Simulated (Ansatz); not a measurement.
# Hf (P6_3/mmc) in Ansatz: convergence with k mesh

Aim: find how far k mesh must go before the results for Hf settle, at PBE. This setting moves, with any that are tied to it; all else stays.

Program: Ansatz 0.2.0. These are calculated values, not measurements. Logs are shortened: lines on timing, memory, paths and dates and some standing lists are left out, and cuts for length are marked.

## Step 1: Starting point

It takes space group P6_3/mmc (No. 194, hexagonal). The conventional cell has a = 3.197 Å, b = 3.197 Å, c = 5.058 Å, α = 90.00°, β = 90.00°, γ = 120.00°. Hf (site symmetry -6m2) has 12 Hf at 3.13 to 3.20 Å as nearest neighbours.

## Step 2: With k mesh 2 × 2 × 1

The input, input.yaml:

```yaml
crystal:
  lattice:
    - [3.1967, 0.0, 0.0]
    - [-1.59835, 2.7684234083, 0.0]
    - [0.0, 0.0, 5.0578]
  atoms:
    - { symbol: Hf, position: [0.6666666667, 0.3333333333, 0.75] }
    - { symbol: Hf, position: [0.3333333333, 0.6666666667, 0.25] }
kpoints:
  mp_grid: { grid: [2, 2, 1] }
scf:
  occupations: { method: fermi_dirac, width: 0.05 }
hamiltonian:
  xc: pbe
  pseudopotentials: { kind: all_electron, lapw: { basis_error: 0.001 } }
output:
  forces: true
  stress: true
  eigenvalues: true
```

Potentials or basis: all-electron LAPW, scalar-relativistic.

Run with:

```console
> ansatz run input.yaml --threads 1 --pin off --max-ram 3072MiB --backend cpu --events-out ev --progress --plain --runs-dir out
```

Run time: 1.8 s. Hardware: 1 thread of Arm Neoverse V1, shared host; peak memory 0.23 GiB.

Results:

```yaml
Free_energy: -820501.3444 eV
Pressure: -0.7 GPa
Band_gap_on_the_k_mesh: none (metal or under the smearing width)
```

## Step 3: With k mesh 4 × 4 × 2

Edit input.yaml of step 2 so:

```diff
@@ -9,3 +9,3 @@
 kpoints:
-  mp_grid: { grid: [2, 2, 1] }
+  mp_grid: { grid: [4, 4, 2] }
 scf:
```

Potentials or basis: all-electron LAPW, scalar-relativistic.

Run with:

```console
> ansatz run input.yaml --threads 1 --pin off --max-ram 3072MiB --backend cpu --events-out ev --progress --plain --runs-dir out
```

Run time: 3.9 s. Hardware: 1 thread of Arm Neoverse V1, shared host; peak memory 0.25 GiB.

What came out:

* Free energy: -820500.4314 eV
* Pressure: 0.4 GPa
* Band gap on the k mesh: none (metal or under the smearing width)

## Step 4: With k mesh 5 × 5 × 2

Edit input.yaml of step 3 so:

```diff
@@ -9,3 +9,3 @@
 kpoints:
-  mp_grid: { grid: [4, 4, 2] }
+  mp_grid: { grid: [5, 5, 2] }
 scf:
```

Run with:

```console
> ansatz run input.yaml --threads 1 --pin off --max-ram 3072MiB --backend cpu --events-out ev --progress --plain --runs-dir out
```

It took 4.6 s on 1 thread of Arm Neoverse V1, shared host; peak memory 0.25 GiB.

Results:

```yaml
Free_energy: -820500.3676 eV
Pressure: 0.4 GPa
Band_gap_on_the_k_mesh: none (metal or under the smearing width)
```

## Step 5: With k mesh 6 × 6 × 3

Edit input.yaml of step 4 so:

```diff
@@ -9,3 +9,3 @@
 kpoints:
-  mp_grid: { grid: [5, 5, 2] }
+  mp_grid: { grid: [6, 6, 3] }
 scf:
```

Run with:

```console
> ansatz run input.yaml --threads 1 --pin off --max-ram 3072MiB --backend cpu --events-out ev --progress --plain --runs-dir out
```

Run time: 6 s. Hardware: 1 thread of Arm Neoverse V1, shared host; peak memory 0.26 GiB.

Results:

- Free energy: -820500.4484 eV
- Pressure: 1.4 GPa
- Band gap on the k mesh: none (metal or under the smearing width)

## Step 6: With k mesh 8 × 8 × 4

Edit input.yaml of step 5 so:

```diff
@@ -9,3 +9,3 @@
 kpoints:
-  mp_grid: { grid: [6, 6, 3] }
+  mp_grid: { grid: [8, 8, 4] }
 scf:
```

Potentials or basis: all-electron LAPW, scalar-relativistic.

Run with:

```console
> ansatz run input.yaml --threads 1 --pin off --max-ram 3072MiB --backend cpu --events-out ev --progress --plain --runs-dir out
```

Run time: 11 s. Hardware: 1 thread of Arm Neoverse V1, shared host; peak memory 0.3 GiB.

What came out:

* Free energy: -820500.5093 eV
* Pressure: 0.5 GPa
* Band gap on the k mesh: none (metal or under the smearing width)

## Step 7: With k mesh 10 × 10 × 5

Edit input.yaml of step 6 so:

```diff
@@ -9,3 +9,3 @@
 kpoints:
-  mp_grid: { grid: [8, 8, 4] }
+  mp_grid: { grid: [10, 10, 5] }
 scf:
```

Run with:

```console
> ansatz run input.yaml --threads 1 --pin off --max-ram 3072MiB --backend cpu --events-out ev --progress --plain --runs-dir out
```

It took 16 s on 1 thread of Arm Neoverse V1, shared host; peak memory 0.33 GiB.

What came out:

* Free energy: -820500.4954 eV
* Pressure: 0.6 GPa
* Band gap on the k mesh: none (metal or under the smearing width)

## Step 8: With k mesh 12 × 12 × 6

Edit input.yaml of step 7 so:

```diff
@@ -9,3 +9,3 @@
 kpoints:
-  mp_grid: { grid: [10, 10, 5] }
+  mp_grid: { grid: [12, 12, 6] }
 scf:
```

Run with:

```console
> ansatz run input.yaml --threads 1 --pin off --max-ram 3072MiB --backend cpu --events-out ev --progress --plain --runs-dir out
```

It took 28 s on 1 thread of Arm Neoverse V1, shared host; peak memory 0.41 GiB.

Results (log left out):

```
Free energy            : -820500.4955 eV
Pressure               : 0.8 GPa
Band gap on the k mesh : none (metal or under the smearing width)
```

## Step 9: With k mesh 14 × 14 × 7

Edit input.yaml of step 8 so:

```diff
@@ -9,3 +9,3 @@
 kpoints:
-  mp_grid: { grid: [12, 12, 6] }
+  mp_grid: { grid: [14, 14, 7] }
 scf:
```

Potentials or basis: all-electron LAPW, scalar-relativistic.

Run with:

```console
> ansatz run input.yaml --threads 1 --pin off --max-ram 3072MiB --backend cpu --events-out ev --progress --plain --runs-dir out
```

The log of the run:

```text
Warning: RAYON_NUM_THREADS=1 ignored (pool sized by the plan → 1); use --threads N
LAPW: plane waves up to 7.471 Å⁻¹, error target 1.0e-3 eV per atom; small_component_spin mean_spin; Hf in spheres of 1.565 Å, 36 of its electrons in bands, Dirac shells [] (how accurate: hamiltonian.pseudopotentials.lapw.basis_error, Limitations)
Engine: ansatz 0.2.0, aarch64-unknown-linux-gnu
Pseudopotentials: kind: all_electron
Pseudopotential: Hf, LAPW, valence charge 36, lapw/all_electron/scalar/gaussian/Hf, Koelling and Harmon's equation, gaussian nucleus
Functional definition: PBE
  parameter kappa = 0.804
  parameter beta = 0.06672455060314922
  exchange = pbe_x(kappa = kappa, mu = beta*pi^2/3)
  correlation = pbe_c(beta = beta)
Crystal: 2 atoms, lattice volume = 44.761 Å³
Basis set: ecut = 212.66289712661157 eV, 313 PW (Γ), exchange–correlation at level 2
Bands: 44, of which v1, the nominal top of the filled ones, is band 36 counted from 1 (35 counted from 0)
Symmetry: 24 space group operations
Space group: P63/mmc (ITA 194), of the structure as read, at distance tolerance 3.6e-5 Å
k-points: 96 of 1372
Non-local potential: Hf, projectors of the file, none
Initial density: superposition of atomic densities (chi_scale 0.1, normalization cell)
Initial wavefunctions: plane waves of lowest kinetic energy (no species holds an atomic orbital)
Functional: x = pbe(κ = 0.804, μ = 0.2195149727645171), c = pbe(β = 0.06672455060314922)
iter 1 solved again at ethr=3.05e-4 eV; its pass at ethr=1.00e-1 eV (dr2=2.19e-1 eV) is discarded
SCF iter   1: F=—  HF=-820500.727091 eV  |F-HF|=—  |Δ(HF+E_count)|=         —  Δρ=2.35e-2  dr2=2.20e-1  ethr=3.05e-4  ⟨swp⟩=2.5  Hψ=26145  notcnv=0
preconditioner: auto → Kerker (q_TF=auto, 2.953 Å⁻¹)  [metal: Δε(μ)=0.009 eV  Ē_g=17.930 eV  σ=0.050 eV  W_gap=0.05  n_scr=22 (ndim 8)  ℏωp=38.5 eV  f_vac=0.000  D(μ)=1.43/eV (n_scr^D=8)]
SCF iter   2: F=—  HF=-820500.545083 eV  |F-HF|=—  |Δ(HF+E_count)|=   1.82e-1  Δρ=1.46e-2  dr2=9.71e-2  ethr=3.05e-4  ⟨swp⟩=2.0  Hψ=13344  notcnv=0
SCF iter   3: F=—  HF=-820500.516502 eV  |F-HF|=—  |Δ(HF+E_count)|=   2.86e-2  Δρ=1.04e-2  dr2=5.26e-2  ethr=1.35e-4  ⟨swp⟩=2.0  Hψ=12587  notcnv=0
SCF iter   4: F=—  HF=-820500.496423 eV  |F-HF|=—  |Δ(HF+E_count)|=   2.01e-2  Δρ=5.63e-3  dr2=1.72e-2  ethr=7.30e-5  ⟨swp⟩=2.0  Hψ=11811  notcnv=0
iter 5 solved again at ethr=1.23e-6 eV; its pass at ethr=2.38e-5 eV (dr2=8.86e-4 eV) is discarded
SCF iter   5: F=—  HF=-820500.495807 eV  |F-HF|=—  |Δ(HF+E_count)|=         —  Δρ=1.23e-3  dr2=8.85e-4  ethr=1.23e-6  ⟨swp⟩=2.0  Hψ=21216  notcnv=0
the basis was enlarged: its passes take 191.6 KiB over the memory plan, 1 of 1 planned eigensolver slots
SCF iter   6: F=—  HF=-820500.495888 eV  |F-HF|=—  |Δ(HF+E_count)|=   8.11e-5  Δρ=3.73e-4  dr2=6.88e-5  ethr=1.23e-6  ⟨swp⟩=2.0  Hψ=12625  notcnv=0
SCF iter   7: F=—  HF=-820500.495886 eV  |F-HF|=—  |Δ(HF+E_count)|=   1.28e-6  Δρ=1.09e-4  dr2=7.30e-6  ethr=9.56e-8  ⟨swp⟩=2.0  Hψ=12625  notcnv=0
SCF iter   8: F=—  HF=-820500.495885 eV  |F-HF|=—  |Δ(HF+E_count)|=   8.96e-7  Δρ=2.78e-5  dr2=4.79e-7  ethr=1.01e-8  ⟨swp⟩=2.0  Hψ=12625  notcnv=0
SCF iter   9: F=-820500.495885 eV  HF=-820500.495885 eV  |F-HF|=1.41e-8  |Δ(HF+E_count)|=   6.88e-8  Δρ=1.06e-5  dr2=5.73e-8  ethr=6.65e-10  ⟨swp⟩=2.0  Hψ=12625  notcnv=0
SCF 1 converged in 9 iterations: F = -820500.495885 eV  dr2 = 5.73e-8
the search or the solves at the SCF's close seem to have found levels that the self-consistency loop had missed (the run counts 1). By its estimate they hold under 1e-12 electrons; where the run keeps them, the occupations were computed again with them
SCF converged after 9 iterations
Free energy (F): -820500.495885 eV
Harris-Foulkes:  -820500.495885 eV  (|F-HF|=1.41e-8)
Internal energy: -820500.482719 eV  (E = F + TS)
E sigma→0 (E₀):  -820500.489302 eV
Entropy (-TS):   -0.013166 eV (-6.583 meV/atom)
Fermi energy:    20.221374 eV
--- Per-component energies (eV) ---
  E_band       = -3534.042689
  E_kinetic    = 912958.717056
  E_xc         = -16830.340749
  E_electrostatic = -1716628.859026  (all electrons and nuclei)
  E_smearing   = -0.013166  (= −TS)
  E_closure    = 0.000000  (closes the sum)
  E_atoms      = -820485.842060  (free atoms, spherical and without spin; not in F)
  Σ components = -820500.495885   (vs F -820500.495885, Δ=0.00e0)
  Basis errors (estimates in eV, not in F): energy 2.3e-4 per atom: plane waves 1.9e-4 (9.8e-5 summed), levels above the bands 2.9e-69, relativity 6.3e-8, radial functions 4.4e-5, core shells 1.8e-7; eigenvalues (radial functions only) 8.2e-7; not estimated: angular momenta, meshes, grids; target (lapw.basis_error) 1.0e-3; muffin-tin radii Hf 1.565 Å
--- Forces (eV/Å), atoms counted from 1 ---
  atom   1  Hf     0.00000000     0.00000000     0.00000000
  atom   2  Hf     0.00000000    -0.00000000    -0.00000000
  max |Σ_I F_I| component: 3.70e-17 eV/Å
--- Stress (GPa, compression-positive) ---
        0.810060      -0.000000      -0.000000
        0.000000       0.810060      -0.000000
       -0.000000      -0.000000       0.683109
  P = ⅓ Tr σ = 0.7677 GPa (7.677 kbar)
--- Band table (eV; the first three rows and the last of 96) ---
  k-point 0: bands = ["-181.1277", "-181.1277", "-181.1277", "-181.1277", "-181.1236", "-181.1236", "-181.1008", "-181.1008", "-181.1008", "-181.1008", "-41.7045", "-41.6333", "-10.8441", "-10.1025", "-10.1025", "-9.9757", "-9.9743", "-9.9743", "8.3270", "8.3595", "8.3611", "8.3611", "8.3628", "8.3628", "8.3665", "8.3734", "8.3734", "8.3818", "8.4009", "8.4009", "8.4410", "8.4446", "12.8377", "16.5028", "20.8463", "21.3866", "21.3866", "21.6667", "22.2089", "22.2089", "22.8484", "22.8484", "25.5480", "25.5480"]
  k-point 1: bands = ["-181.1277", "-181.1277", "-181.1277", "-181.1277", "-181.1236", "-181.1236", "-181.1008", "-181.1008", "-181.1008", "-181.1008", "-41.7010", "-41.6368", "-10.8038", "-10.0962", "-10.0962", "-10.0217", "-9.9807", "-9.9807", "8.3275", "8.3513", "8.3513", "8.3618", "8.3622", "8.3678", "8.3678", "8.3754", "8.3754", "8.3829", "8.4043", "8.4043", "8.4412", "8.4444", "13.0250", "16.4014", "20.5945", "21.2849", "21.2849", "21.5033", "22.0559", "22.0559", "23.1509", "23.1509", "25.6206", "25.6206"]
  k-point 2: bands = ["-181.1277", "-181.1277", "-181.1277", "-181.1277", "-181.1236", "-181.1236", "-181.1008", "-181.1008", "-181.1008", "-181.1008", "-41.6912", "-41.6468", "-10.6896", "-10.1489", "-10.0786", "-10.0786", "-9.9986", "-9.9986", "8.3300", "8.3450", "8.3450", "8.3530", "8.3574", "8.3574", "8.3676", "8.3830", "8.3890", "8.3890", "8.4081", "8.4081", "8.4416", "8.4439", "13.5605", "16.0080", "20.2233", "21.0809", "21.1666", "21.1666", "21.7200", "21.7200", "23.8385", "23.8385", "25.6381", "25.6381"]
  k-point 95: bands = ["-181.1277", "-181.1277", "-181.1277", "-181.1277", "-181.1236", "-181.1236", "-181.1008", "-181.1008", "-181.1008", "-181.1008", "-41.6295", "-41.6282", "-10.6472", "-10.6366", "-10.4470", "-10.3875", "-10.1247", "-10.1128", "8.3525", "8.3595", "8.3604", "8.3630", "8.3674", "8.3717", "8.3773", "8.3801", "8.3806", "8.3812", "8.3843", "8.3858", "8.4225", "8.4226", "18.1258", "18.3137", "18.9396", "18.9849", "20.0120", "20.0333", "22.4769", "23.0775", "25.3184", "25.4361", "28.0506", "28.3523"]
```

It took 37 s on 1 thread of Arm Neoverse V1, shared host; peak memory 0.46 GiB.

Results:

```
Free energy            : -820500.4959 eV
Pressure               : 0.8 GPa
Band gap on the k mesh : none (metal or under the smearing width)
```

## Step 10: Result

```
     k mesh  energy less the tightest run, at zero smearing (meV/atom)  pressure (GPa)  SCF cycles  CPU time (s)  peak memory (GiB)
  2 × 2 × 1                                                    -405.76           -0.70           8           1.8               0.23
  4 × 4 × 2                                                      34.99            0.39           8           3.9               0.25
  5 × 5 × 2                                                      66.79            0.36           8           4.6               0.25
  6 × 6 × 3                                                      26.36            1.40           8             6               0.26
  8 × 8 × 4                                                      -7.69            0.52           8            11                0.3
10 × 10 × 5                                                      -0.28            0.61           9            16               0.33
12 × 12 × 6                                                       0.31            0.84           9            28               0.41
14 × 14 × 7                                                       0.00            0.77           9            37               0.46
```

Against the tightest run, the energy stays within 1 meV/atom from 10 × 10 × 5 on; the pressure stays within 0.1 GPa from 12 × 12 × 6 on. Meshes of other sizes hit other points, so gaps and Fermi surfaces needn't settle smoothly. The tightest run that finished is the yardstick and may itself not be fully converged.
